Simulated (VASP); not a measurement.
# SnTe in VASP: a series of runs

SnTe is run at these levels: PBE, r2SCAN; tasks: single point.

Program: VASP 6.6.1. These are calculated values, not measurements. Logs are shortened: lines on timing, memory, paths and dates and some standing lists are left out, and cuts for length are marked.

**What was measured.**

From a printed reference work, textbook, for a bulk crystal of SnTe at 300 K: band gap 0.18 eV (direct).

How close the calculation comes is told below.

### 1 The cell of the first run

The structure is cubic, space group Fm-3m (No. 225). Conventional cell: a = 6.302 Å, b = 6.302 Å, c = 6.302 Å, α = 90.00°, β = 90.00°, γ = 90.00°. Within 4.1 Å of Te (site symmetry m-3m) lie 6 Sn at 3.15 Å. Within 4.1 Å of Sn (site symmetry m-3m) lie 6 Te at 3.15 Å.

### 2 Single point, PBE

The input, INCAR:

```
SYSTEM = SnTe
  PREC = Accurate
  ENCUT = 520
  EDIFF = 1E-6
  ISMEAR = -1
  SIGMA = 0.1
  LREAL = .False.
  LASPH = .True.
  NELM = 60
  ALGO = Normal
  ISIF = 2
  LWAVE = .False.
  LCHARG = .False.
  GGA = PE
  NBANDS = 17
```

The input, KPOINTS:

```
regular mesh
0
Gamma
  7 7 7
  0 0 0
```

The input, POSCAR:

```
SnTe
1.0
    0.0000000000      3.1508500000      3.1508500000
    3.1508500000      0.0000000000      3.1508500000
    3.1508500000      3.1508500000      0.0000000000
Te Sn
1 1
Direct
    0.5000000000      0.5000000000      0.5000000000
    0.0000000000      0.0000000000      0.0000000000
```

Potentials or basis: VASP PAW PBE potentials, release 64 (Te, Sn_d).

Run with:

```console
cat potpaw_PBE.64/Te/POTCAR potpaw_PBE.64/Sn_d/POTCAR > POTCAR
mpirun -np 1 vasp_std > vasp.out
```

OUTCAR:

```text
SYSTEM = SnTe
   PREC = Accurate
   ENCUT = 520
   EDIFF = 1E-6
   ISMEAR = -1
   LREAL = .False.
   LASPH = .True.
   NELM = 60
   ISIF = 2
   GGA = PE

 ion  position               nearest neighbor table
   1  0.500  0.500  0.500-   2 3.15   2 3.15   2 3.15   2 3.15   2 3.15   2 3.15
   2  0.000  0.000  0.000-   1 3.15   1 3.15   1 3.15   1 3.15   1 3.15   1 3.15

  LATTYP: Found a face centered cubic cell.
 ALAT       =     6.3017000000

  Lattice vectors:

 A1 = (   0.0000000000,   3.1508500000,   3.1508500000)
 A2 = (   3.1508500000,   0.0000000000,   3.1508500000)
 A3 = (   3.1508500000,   3.1508500000,   0.0000000000)

Analysis of symmetry for initial positions (statically):
[... 33 lines left out ...]
                                     Primitive cell

  volume of cell :      62.5624

  direct lattice vectors                    reciprocal lattice vectors
     0.000000000  3.150850000  3.150850000    -0.158687338  0.158687338  0.158687338
     3.150850000  0.000000000  3.150850000     0.158687338 -0.158687338  0.158687338
     3.150850000  3.150850000  0.000000000     0.158687338  0.158687338 -0.158687338

  length of vectors
     4.455974803  4.455974803  4.455974803     0.274854533  0.274854533  0.274854533

  position of ions in fractional coordinates (direct lattice)
     0.500000000  0.500000000  0.500000000
     0.000000000  0.000000000  0.000000000

  ion indices of the primitive-cell ions
   primitive index   ion index
                 1           1
                 2           2

----------------------------------------------------------------------------------------

 KPOINTS: regular mesh

Automatic generation of k-mesh.
 Grid dimensions read from file:
 generate k-points for:    7    7    7

 Generating k-lattice:

  Cartesian coordinates                     Fractional coordinates (reciprocal lattice)
    -0.022669620  0.022669620  0.022669620     0.142857143  0.000000000  0.000000000
     0.022669620 -0.022669620  0.022669620     0.000000000  0.142857143  0.000000000
     0.022669620  0.022669620 -0.022669620     0.000000000  0.000000000  0.142857143

  Length of vectors
     0.039264933  0.039264933  0.039264933

  Shift w.r.t. Gamma in fractional coordinates (k-lattice)
     0.000000000  0.000000000  0.000000000

 Subroutine IBZKPT returns following result:
 ===========================================

 Found     20 irreducible k-points:

 Following reciprocal coordinates:
            Coordinates               Weight
  0.000000  0.000000  0.000000      1.000000
  0.142857  0.000000  0.000000      8.000000
  0.285714  0.000000  0.000000      8.000000
  0.428571  0.000000  0.000000      8.000000
  0.142857  0.142857  0.000000      6.000000
  0.285714  0.142857  0.000000     24.000000
[... 12 lines left out ...]
 -0.428571  0.428571  0.142857     24.000000
 -0.285714  0.428571  0.142857     24.000000
   k-points           NKPTS =     20   k-points in BZ     NKDIM =     20   number of bands    NBANDS=     17
   number of dos      NEDOS =    301   number of ions     NIONS =      2
   total plane-waves  NPLWV =  46656
   dimension x,y,z NGX =    36 NGY =   36 NGZ =   36
   dimension x,y,z NGXF=    72 NGYF=   72 NGZF=   72
   ions per type =               1   1
   NGX,Y,Z   is equivalent  to a cutoff of  13.43, 13.43, 13.43 a.u.
   NGXF,Y,Z  is equivalent  to a cutoff of  26.86, 26.86, 26.86 a.u.
 SYSTEM =  SnTe
   PREC   = accura    normal or accurate (medium, high low for compatibility)
   ISTART =      0    job   : 0-new  1-cont  2-samecut
   ICHARG =      2    charge: 1-file 2-atom 10-const
   ISPIN  =      1    spin polarized calculation?
   LNONCOLLINEAR =      F non collinear calculations
   LSORBIT =      F    spin-orbit coupling
   LASPH  =      T    aspherical Exc in radial PAW
   ENCUT  =  520.0 eV  38.22 Ry    6.18 a.u.   8.29  8.29  8.29*2*pi/ulx,y,z
   NELM   =     60;   NELMIN=  2; NELMDL= -5     # of ELM steps
   EDIFF  = 0.1E-05   stopping-criterion for ELM
   LREAL  =      F    real-space projection
   EDIFFG = 0.1E-04   stopping-criterion for IOM
   NSW    =      0    number of steps for IOM
   IBRION =     -1    ionic relax: 0-MD 1-quasi-New 2-CG
   NFREE  =      0    steps in history (QN), initial steepest desc. (CG)
   ISIF   =      2    stress and relaxation
   ISYM   =      2    0-nonsym 1-usesym 2-fastsym
   POTIM  = 0.5000    time-step for ionic-motion
   TEBEG  =    0.0;   TEEND  =   0.0 temperature during run
   PSTRESS=    0.0 pullay stress
   NELECT =      20.0000    total number of electrons
   NUPDOWN=      -1.0000    fix difference up-down
   EMIN   =  10.00;   EMAX   =-10.00  energy-range for DOS
   EFERMI =   0.00;   METHOD = LEGACY
   ISMEAR =    -1;   SIGMA  =   0.10  broadening in eV -4-tet -1-fermi 0-gaus
   EFERMI_NEDOS =   21; number of points for ismear=-14 and -15
   IALGO  =     38    algorithm
   IMIX   =      4    mixing-type and parameters
     AMIX     =   0.40;   BMIX     =  1.00
     AMIX_MAG =   1.60;   BMIX_MAG =  1.00
  volume/ion in A,a.u.               =      31.28       211.10
  Fermi-wavevector in a.u.,A,eV,Ry     =   1.119387  2.115336 17.048485  1.253028
  Thomas-Fermi vector in A             =   2.256026
   LORBIT       =      0    0 simple, 1 ext, 2 COOP (PROOUT), +10 PAW based schemes
   GGA     = PE    functional components
   LHFCALC =     F    Hartree Fock is set to
   AEXX    =    0.0000 exact exchange contribution
   IVDW    =     0    specifies the selected vdW correction
   LEPSILON=     F    determine dielectric tensor
   LRPA    =     F    only Hartree local field effects (RPA)
 non-spin polarized calculation
  energy-cutoff  :      520.00
  volume of cell :       62.56
 maximum number of plane-waves:      1705
 NGX is ok and might be reduce to    36
   NGX = 17   NGY = 17   NGZ = 17

 number of electron      19.9999998 magnetization

 Free energy of the ion-electron system (eV)
  ---------------------------------------------------
  ext. energy  EPLUGINS =         0.00000000
  ---------------------------------------------------
  free energy    TOTEN  =        -7.54806634 eV

  energy without entropy =       -7.54407601  energy(sigma->0) =       -7.54607118

 E-fermi :   6.9977     XC(G=0):  -9.4968

 val. band max:        6.7137775625   @ k =   0.4286   0.0000   0.0000
 cond. band min:       7.3754008384   @ k =   0.4286   0.0000   0.0000
 fundamental gap:      0.6616232759
 Fermi energy:         6.9976688210

 k-point     1 :       0.0000    0.0000    0.0000
  band No.  band energies     occupation
      1     -14.9449      2.00000
      2     -14.9449      2.00000
      3     -14.9389      2.00000
      4     -14.9389      2.00000
      5     -14.9389      2.00000
      6      -5.8516      2.00000
[... 9 lines left out ...]
     16      11.7060      0.00000
     17      13.7767      0.00000

 k-point     2 :       0.1429    0.0000    0.0000
  band No.  band energies     occupation
      1     -14.9457      2.00000
      2     -14.9457      2.00000
      3     -14.9386      2.00000
      4     -14.9378      2.00000
      5     -14.9378      2.00000
      6      -5.6806      2.00000
[... 9 lines left out ...]
     16      12.1219      0.00000
     17      15.0137      0.00000

 k-point     3 :       0.2857    0.0000    0.0000
  band No.  band energies     occupation
      1     -14.9479      2.00000
      2     -14.9479      2.00000
      3     -14.9379      2.00000
      4     -14.9348      2.00000
      5     -14.9348      2.00000
      6      -5.2121      2.00000
[... 9 lines left out ...]
     16      13.2637      0.00000
     17      17.4093      0.00000

 k-point     4 :       0.4286    0.0000    0.0000
  band No.  band energies     occupation
      1     -14.9498      2.00000
      2     -14.9498      2.00000
      3     -14.9374      2.00000
      4     -14.9323      2.00000
      5     -14.9323      2.00000
      6      -4.6748      2.00000
[... 9 lines left out ...]
     16      15.0039      0.00000
     17      16.5080      0.00000

 k-point     5 :       0.1429    0.1429    0.0000
  band No.  band energies     occupation
      1     -14.9477      2.00000
      2     -14.9440      2.00000
      3     -14.9396      2.00000
      4     -14.9370      2.00000
      5     -14.9370      2.00000
      6      -5.6243      2.00000
[... 9 lines left out ...]
     16      12.7980      0.00000
     17      14.0406      0.00000

 k-point     6 :       0.2857    0.1429    0.0000
  band No.  band energies     occupation
      1     -14.9505      2.00000
      2     -14.9446      2.00000
      3     -14.9394      2.00000
      4     -14.9349      2.00000
      5     -14.9342      2.00000
      6      -5.2561      2.00000
[... 9 lines left out ...]
     16      13.9642      0.00000
     17      15.4997      0.00000

 k-point     7 :       0.4286    0.1429    0.0000
  band No.  band energies     occupation
      1     -14.9522      2.00000
      2     -14.9470      2.00000
      3     -14.9377      2.00000
      4     -14.9333      2.00000
      5     -14.9317      2.00000
      6      -4.7232      2.00000
[... 9 lines left out ...]
     16      15.6370      0.00000
     17      16.4371      0.00000

 k-point     8 :      -0.4286    0.1429    0.0000
  band No.  band energies     occupation
      1     -14.9515      2.00000
      2     -14.9489      2.00000
      3     -14.9365      2.00000
      4     -14.9327      2.00000
      5     -14.9317      2.00000
      6      -4.4956      2.00000
[... 9 lines left out ...]
     16      14.8556      0.00000
     17      17.0905      0.00000

 k-point     9 :      -0.2857    0.1429    0.0000
  band No.  band energies     occupation
      1     -14.9491      2.00000
      2     -14.9488      2.00000
      3     -14.9371      2.00000
      4     -14.9341      2.00000
      5     -14.9332      2.00000
      6      -4.8996      2.00000
[... 9 lines left out ...]
     16      15.7121      0.00000
     17      16.0226      0.00000

 k-point    10 :      -0.1429    0.1429    0.0000
  band No.  band energies     occupation
      1     -14.9477      2.00000
      2     -14.9462      2.00000
      3     -14.9383      2.00000
      4     -14.9368      2.00000
      5     -14.9353      2.00000
      6      -5.4094      2.00000
[... 9 lines left out ...]
     16      13.7452      0.00000
     17      14.6058      0.00000

 k-point    11 :       0.2857    0.2857    0.0000
  band No.  band energies     occupation
      1     -14.9549      2.00000
      2     -14.9420      2.00000
      3     -14.9413      2.00000
      4     -14.9324      2.00000
      5     -14.9324      2.00000
      6      -5.0167      2.00000
[... 9 lines left out ...]
     16      15.2351      0.00000
     17      15.2366      0.00000

 k-point    12 :       0.4286    0.2857    0.0000
  band No.  band energies     occupation
      1     -14.9574      2.00000
      2     -14.9426      2.00000
      3     -14.9407      2.00000
      4     -14.9309      2.00000
      5     -14.9302      2.00000
      6      -4.5993      2.00000
[... 9 lines left out ...]
     16      16.2640      0.00000
     17      16.6942      0.00000

 k-point    13 :      -0.4286    0.2857    0.0000
  band No.  band energies     occupation
      1     -14.9562      2.00000
      2     -14.9451      2.00000
      3     -14.9379      2.00000
      4     -14.9318      2.00000
      5     -14.9302      2.00000
      6      -4.3051      2.00000
[... 9 lines left out ...]
     16      15.2997      0.00000
     17      17.6718      0.00000

 k-point    14 :      -0.2857    0.2857    0.0000
  band No.  band energies     occupation
      1     -14.9524      2.00000
      2     -14.9478      2.00000
      3     -14.9346      2.00000
      4     -14.9345      2.00000
      5     -14.9321      2.00000
      6      -4.4738      2.00000
[... 9 lines left out ...]
     16      13.8332      0.00000
     17      16.2233      0.00000

 k-point    15 :       0.4286    0.4286    0.0000
  band No.  band energies     occupation
      1     -14.9614      2.00000
      2     -14.9425      2.00000
      3     -14.9404      2.00000
      4     -14.9286      2.00000
      5     -14.9286      2.00000
      6      -4.3798      2.00000
[... 9 lines left out ...]
     16      16.9164      0.00000
     17      17.9217      0.00000

 k-point    16 :      -0.4286    0.4286    0.0000
  band No.  band energies     occupation
      1     -14.9607      2.00000
      2     -14.9415      2.00000
      3     -14.9414      2.00000
      4     -14.9290      2.00000
      5     -14.9286      2.00000
      6      -4.2432      2.00000
[... 9 lines left out ...]
     16      16.4793      0.00000
     17      16.9915      0.00000

 k-point    17 :       0.4286    0.2857    0.1429
  band No.  band energies     occupation
      1     -14.9531      2.00000
      2     -14.9450      2.00000
      3     -14.9390      2.00000
      4     -14.9327      2.00000
      5     -14.9325      2.00000
      6      -4.8500      2.00000
[... 9 lines left out ...]
     16      15.3087      0.00000
     17      16.1276      0.00000

 k-point    18 :      -0.4286    0.2857    0.1429
  band No.  band energies     occupation
      1     -14.9541      2.00000
      2     -14.9465      2.00000
      3     -14.9367      2.00000
      4     -14.9335      2.00000
      5     -14.9305      2.00000
      6      -4.4209      2.00000
[... 9 lines left out ...]
     16      15.7431      0.00000
     17      16.9559      0.00000

 k-point    19 :      -0.4286    0.4286    0.1429
  band No.  band energies     occupation
      1     -14.9585      2.00000
      2     -14.9431      2.00000
      3     -14.9399      2.00000
      4     -14.9311      2.00000
      5     -14.9286      2.00000
      6      -4.3045      2.00000
[... 9 lines left out ...]
     16      16.5736      0.00000
     17      17.5215      0.00000

 k-point    20 :      -0.2857    0.4286    0.1429
  band No.  band energies     occupation
      1     -14.9565      2.00000
      2     -14.9451      2.00000
      3     -14.9368      2.00000
      4     -14.9339      2.00000
      5     -14.9287      2.00000
      6      -4.2157      2.00000
[... 9 lines left out ...]
     16      16.7522      0.00000
     17      17.3796      0.00000

------------------------ aborting loop because EDIFF is reached ----------------------------------------

  FORCE on cell =-STRESS in cart. coord.  units (eV):
  Direction    XX          YY          ZZ          XY          YZ          ZX
  --------------------------------------------------------------------------------------
  -------------------------------------------------------------------------------------
  Total        0.8419993      0.8419993      0.8419993     -0.0000000      0.0000000     -0.0000000
  in kB       21.5629969     21.5629969     21.5629969     -0.0000000      0.0000000     -0.0000000
  external PRESSURE =      21.5629969 kB  Pullay stress =       0.0000000 kB

 VOLUME and BASIS-vectors are now :
 -----------------------------------------------------------------------------
  energy-cutoff  :      520.00
  volume of cell :       62.56
      direct lattice vectors                 reciprocal lattice vectors
     0.000000000  3.150850000  3.150850000    -0.158687338  0.158687338  0.158687338
     3.150850000  0.000000000  3.150850000     0.158687338 -0.158687338  0.158687338
     3.150850000  3.150850000  0.000000000     0.158687338  0.158687338 -0.158687338

 POSITION                                       TOTAL-FORCE (eV/Angst)
 -----------------------------------------------------------------------------------
      3.15085      3.15085      3.15085        -0.000000     -0.000000     -0.000000
      0.00000      0.00000      0.00000         0.000000      0.000000      0.000000
 -----------------------------------------------------------------------------------
    total drift:                               -0.000000      0.000000      0.000000

  FREE ENERGIE OF THE ION-ELECTRON SYSTEM (eV)
  ---------------------------------------------------
  free  energy   TOTEN  =        -7.5480663405 eV

  energy  without entropy=       -7.5440760112  energy(sigma->0) =       -7.54607118
```

It took 55 s on 1 thread of AMD EPYC 7R13, shared host; peak memory 0.18 GiB.

Results:

```yaml
Free_energy: -7.5481 eV
Pressure: 2.2 GPa
```

Caveat: this odd mesh misses L, where the gap lies, so gap, dielectric constants and Born charges aren't listed; spin-orbit coupling is left out, which moves the levels of the heavy elements.

[end of part 1 of 3]
